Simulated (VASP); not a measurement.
**AlN (strained rocksalt): one r²SCAN single-point calculation in two programs**

```yaml
crystal:
  lattice:
    - [0.00000, 2.03906, 2.03906]
    - [2.03906, 0.00000, 2.03906]
    - [2.03906, 2.03906, 0.00000]
  atoms:
    - { symbol: Al, position: [0.00000, 0.00000, 0.00000] }
    - { symbol: N, position: [0.50000, 0.50000, 0.50000] }
```

Datasets and cutoffs are each program's own. VASP's cell holds 8 valence electrons and Ansatz's 8. Ansatz's stress includes a Pulay correction; VASP's doesn't.

Cutoffs: 520 eV in VASP, 500 eV in Ansatz. k meshes: 10×10×10 and 10×10×10.

```tsv
	VASP	Ansatz
gap between bands v and c	5.23 eV	5.22 eV
least direct gap	6.13 eV	6.09 eV
pressure	-8.6 GPa	-7.8 GPa
```

Band v is the last that the valence electrons fill when counted band by band, and c is the next. Levels in eV from the top of v, Ansatz:

```
point    v−1      v     c    c+1
    Γ   0.00   0.00  6.09  12.83
    X  -2.82  -2.82  5.22   6.05
    K  -5.42  -2.32  6.53   9.99
    L  -1.10  -1.10  6.74  11.71
    W  -5.67  -3.87  8.76  11.53
```

VASP:

```csv
point,v−1,v,c,c+1
Γ,0.00,0.00,6.13,12.82
X,-2.83,-2.83,5.23,6.02
K,-5.42,-2.33,6.53,9.99
L,-1.11,-1.11,6.74,11.69
W,-5.68,-3.88,8.76,11.52
```
